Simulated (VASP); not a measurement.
# Mo (R-3m) in VASP: notebook

One crystal, Mo, is run at these levels: PBE; tasks: relaxation of cell and atoms, single point.

Everything below comes from runs of VASP 6.6.1. Logs are shortened: lines on timing, memory, paths and dates and some standing lists are left out, and cuts for length are marked.

**1. The crystal as given**

The structure is trigonal, space group R-3m (No. 166). The conventional cell has a = 3.290 Å, b = 3.290 Å, c = 11.818 Å, α = 90.00°, β = 90.00°, γ = 120.00°. Mo (site symmetry 3m) is surrounded by 1 Mo at 1.36 Å.

The cell was built by a generator and needn't be a form met in nature.

**2. Relaxation of cell and atoms, PBE (random cell with space group P4mm (No. 99))**

INCAR

```
SYSTEM = Mo
  PREC = Accurate
  ENCUT = 600
  EDIFF = 1E-7
  ISMEAR = 0
  SIGMA = 0.1
  LREAL = .False.
  LASPH = .True.
  NELM = 100
  ALGO = Normal
  ISIF = 3
  LWAVE = .False.
  LCHARG = .False.
  GGA = PE
  IBRION = 2
  NSW = 90
  EDIFFG = -0.04
```

KPOINTS

```
Automatic mesh
0
Gamma
  4 4 4
  0 0 0
```

POSCAR

```
Mo
1.0
    4.6176927028      0.0000000000      0.0000000000
    0.0000000000      4.6176927028      0.0000000000
    0.0000000000      0.0000000000      4.2095677931
Mo
5
Direct
    0.2500000000      0.2500000000      0.0462200000
    0.2500000000      0.7500000000      0.0462200000
    0.7500000000      0.2500000000      0.0462200000
    0.7500000000      0.7500000000      0.0462200000
    0.0000000000      0.0000000000      0.2371000000
```

Potentials or basis: VASP PAW PBE potentials, release 64 (Mo_sv).

Run with:

```console
$ cat potpaw_PBE.64/Mo_sv/POTCAR > POTCAR
$ mpirun -np 1 vasp_std > vasp.out
```

OUTCAR:

```text
SYSTEM = Mo
   PREC = Accurate
   ENCUT = 600
   EDIFF = 1E-7
   ISMEAR = 0
   LREAL = .False.
   LASPH = .True.
   NELM = 100
   ISIF = 3
   GGA = PE
   IBRION = 2
   NSW = 90
   EDIFFG = -0.04

 ion  position               nearest neighbor table
   1  0.250  0.250  0.046-   5 1.82   3 2.31   2 2.31   2 2.31   3 2.31   4 3.27   4 3.27   4 3.27
                             4 3.27
   2  0.250  0.750  0.046-   5 1.82   4 2.31   1 2.31   1 2.31   4 2.31   3 3.27   3 3.27   3 3.27
                             3 3.27
   3  0.750  0.250  0.046-   5 1.82   4 2.31   1 2.31   4 2.31   1 2.31   2 3.27   2 3.27   2 3.27
                             2 3.27
   4  0.750  0.750  0.046-   5 1.82   3 2.31   2 2.31   3 2.31   2 2.31   1 3.27   1 3.27   1 3.27
                             1 3.27
   5  0.000  0.000  0.237-   1 1.82   2 1.82   3 1.82   4 1.82

  LATTYP: Found a simple tetragonal cell.
 ALAT       =     4.6176927028
 C/A-ratio  =     0.9116171352

  Lattice vectors:

 A1 = (   4.6176927028,   0.0000000000,   0.0000000000)
 A2 = (   0.0000000000,   4.6176927028,   0.0000000000)
 A3 = (   0.0000000000,   0.0000000000,   4.2095677931)

Analysis of symmetry for initial positions (statically):
=====================================================================
 Subroutine PRICEL returns:
 Original cell was already a primitive cell.

 Routine SETGRP: Setting up the symmetry group for a
 simple tetragonal supercell.

 Subroutine GETGRP returns: Found  8 space group operations
 (whereof  8 operations were pure point group operations)
 out of a pool of 16 trial point group operations.

The static configuration has the point symmetry C_4v.

Analysis of symmetry for dynamics (positions and initial velocities):
=====================================================================
 Subroutine PRICEL returns:
 Original cell was already a primitive cell.

 Routine SETGRP: Setting up the symmetry group for a
 simple tetragonal supercell.

 Subroutine GETGRP returns: Found  8 space group operations
 (whereof  8 operations were pure point group operations)
 out of a pool of 16 trial point group operations.

The dynamic configuration has the point symmetry C_4v.

 Subroutine INISYM returns: Found  8 space group operations
 (whereof  8 operations are pure point group operations),
 and found     1 'primitive' translations

----------------------------------------------------------------------------------------

                                     Primitive cell

  volume of cell :      89.7610

  direct lattice vectors                    reciprocal lattice vectors
     4.617692703  0.000000000  0.000000000     0.216558369  0.000000000  0.000000000
     0.000000000  4.617692703  0.000000000     0.000000000  0.216558369  0.000000000
     0.000000000  0.000000000  4.209567793     0.000000000  0.000000000  0.237554079

  length of vectors
     4.617692703  4.617692703  4.209567793     0.216558369  0.216558369  0.237554079

  position of ions in fractional coordinates (direct lattice)
     0.250000000  0.250000000  0.046220000
     0.250000000  0.750000000  0.046220000
     0.750000000  0.250000000  0.046220000
     0.750000000  0.750000000  0.046220000
     0.000000000  0.000000000  0.237100000

  ion indices of the primitive-cell ions
   primitive index   ion index
                 1           1
                 2           2
                 3           3
                 4           4
                 5           5

----------------------------------------------------------------------------------------

 KPOINTS: Automatic mesh

Automatic generation of k-mesh.
 Grid dimensions read from file:
 generate k-points for:    4    4    4

 Generating k-lattice:

  Cartesian coordinates                     Fractional coordinates (reciprocal lattice)
     0.054139592  0.000000000  0.000000000     0.250000000  0.000000000  0.000000000
     0.000000000  0.054139592  0.000000000     0.000000000  0.250000000  0.000000000
     0.000000000  0.000000000  0.059388520     0.000000000  0.000000000  0.250000000

[... 45 lines left out ...]
   ISMEAR =     0;   SIGMA  =   0.10  broadening in eV -4-tet -1-fermi 0-gaus
   EFERMI_NEDOS =   21; number of points for ismear=-14 and -15
   IALGO  =     38    algorithm
   IMIX   =      4    mixing-type and parameters
     AMIX     =   0.40;   BMIX     =  1.00
     AMIX_MAG =   1.60;   BMIX_MAG =  1.00
  volume/ion in A,a.u.               =      17.95       121.15
  Fermi-wavevector in a.u.,A,eV,Ry     =   1.506879  2.847588 30.894528  2.270684
  Thomas-Fermi vector in A             =   2.617538
   LORBIT       =      0    0 simple, 1 ext, 2 COOP (PROOUT), +10 PAW based schemes
   GGA     = PE    functional components
   LHFCALC =     F    Hartree Fock is set to
   AEXX    =    0.0000 exact exchange contribution
   IVDW    =     0    specifies the selected vdW correction
   LEPSILON=     F    determine dielectric tensor
   LRPA    =     F    only Hartree local field effects (RPA)
 conjugate gradient relaxation of ions
 non-spin polarized calculation
 Gauss-broadening in eV      SIGMA  =   0.10
  energy-cutoff  :      600.00
  volume of cell :       89.76
 maximum number of plane-waves:      3061
 NGX is ok and might be reduce to    40

--------------------------------------- Ionic step        1  -------------------------------------------

 number of electron      69.9999991 magnetization

 Free energy of the ion-electron system (eV)
  ---------------------------------------------------
  ext. energy  EPLUGINS =         0.00000000
  ---------------------------------------------------
  free energy    TOTEN  =       -18.85591647 eV

  energy without entropy =      -18.83385306  energy(sigma->0) =      -18.84488476

------------------------ aborting loop because EDIFF is reached ----------------------------------------

  FORCE on cell =-STRESS in cart. coord.  units (eV):
  Direction    XX          YY          ZZ          XY          YZ          ZX
  --------------------------------------------------------------------------------------
  -------------------------------------------------------------------------------------
  Total      111.6327007    111.6327007     30.1487031      0.0000000      0.0000000      0.0000000
  in kB     1992.5739568   1992.5739568    538.1355128      0.0000000      0.0000000      0.0000000
  external PRESSURE =    1507.7611421 kB  Pullay stress =       0.0000000 kB
[... 3369 lines left out ...]
     41      12.8160      0.00000
     42      13.4638      0.00000

[... ionic steps 4 to 49 ...]

--------------------------------------- Ionic step       50  -------------------------------------------

 number of electron      70.0000012 magnetization

------------------------ aborting loop because EDIFF is reached ----------------------------------------

  FORCE on cell =-STRESS in cart. coord.  units (eV):
  Direction    XX          YY          ZZ          XY          YZ          ZX
  --------------------------------------------------------------------------------------
  -------------------------------------------------------------------------------------
  Total       -0.2482888     -0.2482888     -0.3119129      0.0000000      0.0000000      0.0000000
  in kB       -4.2918910     -4.2918910     -5.3916898      0.0000000      0.0000000      0.0000000
  external PRESSURE =      -4.6584906 kB  Pullay stress =       0.0000000 kB
[... 63 lines left out ...]
  energy  without entropy=      -48.8299118346  energy(sigma->0) =      -48.83932357

--------------------------------------- Ionic step       52  -------------------------------------------

 number of electron      70.0000012 magnetization

 Free energy of the ion-electron system (eV)
  ---------------------------------------------------
  ext. energy  EPLUGINS =         0.00000000
  ---------------------------------------------------
  free energy    TOTEN  =       -48.84886398 eV

  energy without entropy =      -48.82985433  energy(sigma->0) =      -48.83935916

 E-fermi :   9.7164     XC(G=0): -12.2569

 val. band max:        9.6672968177   @ k =   0.2500   0.2500   0.2500
 cond. band min:       9.7807495901   @ k =   0.2500   0.2500   0.0000
 fundamental gap:      0.1134527725
 Fermi energy:         9.7163750661

 k-point     1 :       0.0000    0.0000    0.0000
  band No.  band energies     occupation
      1     -51.1190      2.00000
      2     -50.8891      2.00000
      3     -50.8891      2.00000
      4     -50.7530      2.00000
      5     -50.7082      2.00000
      6     -25.8085      2.00000
[... 831 lines left out ...]
  FREE ENERGIE OF THE ION-ELECTRON SYSTEM (eV)
  ---------------------------------------------------
  free  energy   TOTEN  =       -48.8488639830 eV

  energy  without entropy=      -48.8298543311  energy(sigma->0) =      -48.83935916

 reached required accuracy - stopping structural energy minimisation
```

It took 28 min on 1 thread of Intel Xeon 6975P-C (Granite Rapids), shared host; peak memory 0.27 GiB.

What came out:

```yaml
Free_energy: -48.8489 eV
Relaxed_volume: 18.48 Å³/atom
Relaxed_cell: a = 5.628 Å, b = 5.628 Å, c = 2.918 Å, α = 90.00°, β = 90.00°, γ = 90.00°
Space_group_after_relaxing_to_0.05_Å: P4/mmm (No. 123)
Energy_gained_by_relaxing: 5998.6 meV/atom
Ionic_steps: 52
Pressure_after_relaxing: 0.0 GPa
Largest_force_after_relaxing: 0.037 eV/Å
Band_gap_on_the_k_mesh: none (metal or under the smearing width)
```

Forces on the atoms (eV/Å):
```
Mo   0.004  0.004  0.009
Mo   0.004 -0.004  0.009
Mo  -0.004  0.004  0.009
Mo  -0.004 -0.004  0.009
Mo   0.000  0.000 -0.037
```

The path:
| step | energy change (eV) | largest force (eV/Å) | pressure (GPa) | volume (Å³) |
| --- | --- | --- | --- | --- |
| 1 | 0.0000 | 44.4089 | 150.78 | 89.76 |
| 3 | 12.3609 | 54.5620 | 66.70 | 186.69 |
| 5 | -10.5479 | 0.2219 | -9.67 | 302.25 |
| 7 | -11.5260 | 3.9494 | -2.51 | 275.95 |
| 9 | -12.0622 | 4.9941 | -0.58 | 257.96 |
| 11 | -14.9015 | 16.5269 | 18.84 | 140.64 |
| 13 | 1.6871 | 44.1279 | 74.86 | 131.78 |
| 15 | 22.2403 | 83.1023 | 282.59 | 76.27 |
| 17 | 16.6964 | 74.8487 | 214.58 | 86.27 |
| 19 | 16.6687 | 74.8008 | 215.26 | 86.05 |
| 21 | 16.5544 | 74.5912 | 218.41 | 85.07 |
| 23 | 16.2724 | 73.8866 | 232.49 | 81.22 |
| 25 | 16.0950 | 72.7690 | 254.05 | 76.32 |
| 27 | 13.6719 | 68.8369 | 240.76 | 76.74 |
| 29 | 5.1632 | 55.2227 | 194.20 | 78.43 |
| 31 | -15.7539 | 24.0101 | 80.84 | 85.37 |
| 33 | -27.9145 | 3.8068 | 0.90 | 99.12 |
| 35 | -28.5340 | 1.2724 | -10.99 | 104.50 |
| 37 | -28.5875 | 1.0565 | -11.65 | 104.67 |
| 39 | -28.9810 | 0.8456 | -8.16 | 100.78 |
| 41 | -29.2832 | 1.0657 | 17.57 | 86.00 |
| 43 | -29.5802 | 0.8428 | 3.79 | 91.82 |
| 45 | -29.7537 | 1.4131 | 2.04 | 91.89 |
| 47 | -29.9021 | 0.9595 | 1.68 | 92.04 |
| 49 | -29.9732 | 0.2859 | -2.56 | 93.85 |
| 51 | -29.9928 | 0.0528 | 0.13 | 92.37 |
| 52 | -29.9929 | 0.0367 | 0.04 | 92.41 |

Final structure:
```yaml
crystal:
  lattice:
    - [5.62757, 0.00000, 0.00000]
    - [0.00000, 5.62757, 0.00000]
    - [0.00000, 0.00000, 2.91802]
  atoms:
    - { symbol: Mo, position: [0.27443, 0.27443, 0.98421] }
    - { symbol: Mo, position: [0.27443, 0.72557, 0.98421] }
    - { symbol: Mo, position: [0.72557, 0.27443, 0.98421] }
    - { symbol: Mo, position: [0.72557, 0.72557, 0.98421] }
    - { symbol: Mo, position: [0.00000, 0.00000, 0.48515] }
```

Caveat: the k mesh is coarse (spacing up to 0.37 Å⁻¹), so the values aren't converged.

**3. Single point, PBE**

This run uses another cell than the first one: it holds 2 atoms, not 5.

INCAR

```
  PREC = Accurate
  ENCUT = 520
  EDIFF = 1E-6
  ISMEAR = 0
  SIGMA = 0.1
  LREAL = False
  LASPH = True
  NELM = 100
  ALGO = Normal
  ISIF = 2
  LWAVE = False
  LCHARG = False
  GGA = PE
  NBANDS = 21
```

KPOINTS

```
regular mesh
0
Gamma
  6 6 6
```

POSCAR

```
Mo
1.0
    1.6450638003      0.9497780279      3.9392101751
   -1.6450638003      0.9497780279      3.9392101751
    0.0000000000     -1.8995560559      3.9392101751
Mo
2
Direct
    0.0577000000      0.0577000000      0.0577000000
    0.9423000000      0.9423000000      0.9423000000
```

Potentials or basis: VASP PAW PBE potentials, release 64 (Mo_sv).

Run with:

```console
$ cat potpaw_PBE.64/Mo_sv/POTCAR > POTCAR
$ mpirun -np 1 vasp_std > vasp.out
```

Wall time 49 s (1 thread of Intel Xeon Platinum 8259CL at 2.50GHz (Skylake/Cascade Lake), shared host); peak memory 0.2 GiB.

Results (log left out):

```yaml
Free_energy: 14.6970 eV
Pressure: 400.9 GPa
Largest_force: 194.927 eV/Å
Band_gap_on_the_k_mesh: none (metal or under the smearing width)
```

Forces in eV/Å, atoms in the order of the input:
```
Mo     0.000    0.000  194.927
Mo     0.000    0.000 -194.927
```

Stress tensor (GPa, compression positive):
```
  19.97    0.00    0.00
   0.00   19.97    0.00
   0.00    0.00 1162.68
```

Levels at points of the mesh, in eV from the Fermi level:
| k point | band 11 | band 12 | band 13 | band 14 | band 15 | band 16 | band 17 | band 18 |
| --- | --- | --- | --- | --- | --- | --- | --- | --- |
| (0.00, 0.00, 0.00) | -5.61 | -4.78 | -4.78 | -3.83 | -0.09 | 2.10 | 2.10 | 6.43 |
| (0.50, 0.00, 0.00) | -5.56 | -3.42 | -2.57 | -0.84 | 0.16 | 1.60 | 4.43 | 4.54 |
| (0.50, 0.50, 0.00) | -6.46 | -2.83 | -2.51 | -0.65 | 0.03 | 0.82 | 4.34 | 6.66 |
| (0.50, 0.50, 0.50) | -6.14 | -4.88 | -4.88 | -3.41 | 2.52 | 2.52 | 4.59 | 5.92 |

Caveat: the k mesh is coarse (spacing up to 0.38 Å⁻¹), so the values aren't converged; a pressure of tens of GPa on the cell as given is suspect, and the run, the potentials or the cell itself is likely at fault; forces of over 1 eV/Å show positions far from the minimum, so gaps and moduli don't describe the material at rest.

**4. Single point, PBE**

This run uses another cell than the first one, of 16.46 Å³/atom, 0.892 times its volume.

INCAR

```
PREC = Accurate
ENCUT = 520
EDIFF = 1E-6
ISMEAR = 0
SIGMA = 0.1
LREAL = False
LASPH = True
NELM = 100
ALGO = Normal
ISIF = 2
LWAVE = False
LCHARG = False
GGA = PE
NBANDS = 21
```

KPOINTS

```
regular mesh
0
Gamma
  9 9 9
```

POSCAR

```
Mo
1.0
    1.3825315800      0.7982049799      4.9722669147
   -1.3825315800      0.7982049799      4.9722669147
    0.0000000000     -1.5964099597      4.9722669147
Mo
2
Direct
    0.0861129098      0.0861129098      0.0861129098
    0.9138870902      0.9138870902      0.9138870902
```

Run with:

```console
$ cat potpaw_PBE.64/Mo_sv/POTCAR > POTCAR
$ mpirun -np 1 vasp_std > vasp.out
```

Run time: 2.1 min. Hardware: 1 thread of Intel Xeon Platinum 8259CL at 2.50GHz (Skylake/Cascade Lake), shared host; peak memory 0.25 GiB.

It converged, with:

```yaml
Free_energy: -20.4466 eV
Pressure: 0.5 GPa
Largest_force: 0.030 eV/Å
Band_gap_on_the_k_mesh: none (metal or under the smearing width)
```

Forces in eV/Å, atoms in the order of the input:
```
Mo   0.000  0.000  0.030
Mo   0.000  0.000 -0.030
```

Stress tensor (GPa, compression positive):
```
0.48 0.00 0.00
0.00 0.48 0.00
0.00 0.00 0.68
```

Levels at points of the mesh, in eV from the Fermi level:
```
           k point  band 11  band 12  band 13  band 14  band 15  band 16  band 17  band 18
(0.00, 0.00, 0.00)    -2.96    -0.58    -0.58    -0.46    -0.46     0.40     2.05     2.05
```

**5. Relaxation of cell and atoms, PBE**

This run uses another cell than the first one, of 16.40 Å³/atom, 0.888 times its volume.

INCAR

```
SYSTEM = Mo
ALGO = Fast ; EDIFF = 1E-6
EDIFFG = -0.04 ; ENCUT = 600
GGA = PE ; IBRION = 2
ISIF = 3 ; ISMEAR = 0
LASPH = .TRUE. ; LCHARG = .FALSE.
LREAL = .FALSE. ; LWAVE = .FALSE.
NELM = 100 ; NSW = 90
PREC = Accurate ; SIGMA = 0.1
```

KPOINTS

```
k-points
0
G
  9 9 9
  0 0 0
```

POSCAR

```
Mo
1.0
    1.3864890163      0.8004898068      4.9269699688
   -1.3864890163      0.8004898068      4.9269699688
    0.0000000000     -1.6009796135      4.9269699688
Mo
2
Direct
    0.0865047543      0.0865047543      0.0865047543
    0.9134952457      0.9134952457      0.9134952457
```

Run with:

```console
$ cat potpaw_PBE.64/Mo_sv/POTCAR > POTCAR
$ mpirun -np 1 vasp_std > vasp.out
```

It took 11 min on 1 thread of Intel Xeon Platinum 8259CL at 2.50GHz (Skylake/Cascade Lake), shared host; peak memory 0.29 GiB.

It converged, with:

* Free energy: -20.4468 eV
* Relaxed volume: 16.50 Å³/atom
* Relaxed cell: a = 5.231 Å, b = 5.231 Å, c = 5.231 Å, α = 30.66°, β = 30.66°, γ = 30.66°
* Space group after relaxing (to 0.05 Å): R-3m (No. 166)
* Energy gained by relaxing: 1.7 meV/atom
* Ionic steps: 5
* Pressure after relaxing: -0.1 GPa
* Largest force after relaxing: 0.004 eV/Å
* Band gap on the k mesh: none (metal or under the smearing width)

Forces in eV/Å, atoms in the order of the input:
```
Mo   0.000  0.000  0.004
Mo   0.000  0.000 -0.004
```

The path:
| step | energy change (eV) | largest force (eV/Å) | pressure (GPa) | volume (Å³) |
| --- | --- | --- | --- | --- |
| 1 | 0.0000 | 0.0880 | 1.12 | 32.81 |
| 2 | -0.0007 | 0.0143 | -2.37 | 33.36 |
| 3 | -0.0024 | 0.0330 | -0.83 | 33.10 |
| 4 | -0.0030 | 0.0313 | 0.48 | 32.93 |
| 5 | -0.0034 | 0.0045 | -0.05 | 33.00 |

Final structure:
```cif
data_structure
_symmetry_space_group_name_H-M 'P 1'
_symmetry_Int_Tables_number 1
_cell_length_a 5.2311
_cell_length_b 5.2311
_cell_length_c 5.2311
_cell_angle_alpha 30.659
_cell_angle_beta 30.659
_cell_angle_gamma 30.659
_cell_volume 33.00
loop_
_atom_site_label
_atom_site_type_symbol
_atom_site_fract_x
_atom_site_fract_y
_atom_site_fract_z
_atom_site_occupancy
Mo1 Mo 0.08623 0.08623 0.08623 1
Mo2 Mo 0.91377 0.91377 0.91377 1
```

Levels at points of the mesh, in eV from the Fermi level:
```tsv
k point	band 10	band 11	band 12	band 13	band 14	band 15	band 16	band 17	band 18
(0.00, 0.00, 0.00)	-4.18	-2.95	-0.57	-0.57	-0.46	-0.46	0.38	2.06	2.06
```

**6. Summary**

```tsv
task	cell	k mesh	cutoff (eV)	mesh quality	gap on the mesh (eV)	pressure (GPa)	relaxed volume (Å³/atom)	largest force (eV/Å)
relaxation of cell and atoms	relaxed from: random cell with space group P4mm (No. 99)	4 × 4 × 4	600	coarse	none	0.0	18.48	0.04
single point	R-3m, 18.46 Å³/atom	6 × 6 × 6	520	coarse	none	400.9	-	194.93
single point	R-3m, 16.46 Å³/atom	9 × 9 × 9	520	not flagged	none	0.5	-	0.03
relaxation of cell and atoms	relaxed	9 × 9 × 9	600	not flagged	none	-0.1	16.50	-
```

Alike in all rows: level PBE; potentials or basis VASP PAW PBE potentials, release 64 (Mo_sv); no spin polarisation; smearing gaussian 0.1 eV.

Caveats: some runs use coarse meshes; a pressure of tens of GPa on the cell as given is suspect, and the run, the potentials or the cell itself is likely at fault (some runs); forces of over 1 eV/Å show positions far from the minimum, so gaps and moduli don't describe the material at rest (some runs).

Total energies depend on the potentials used, so only differences within one code and one set of settings carry meaning.
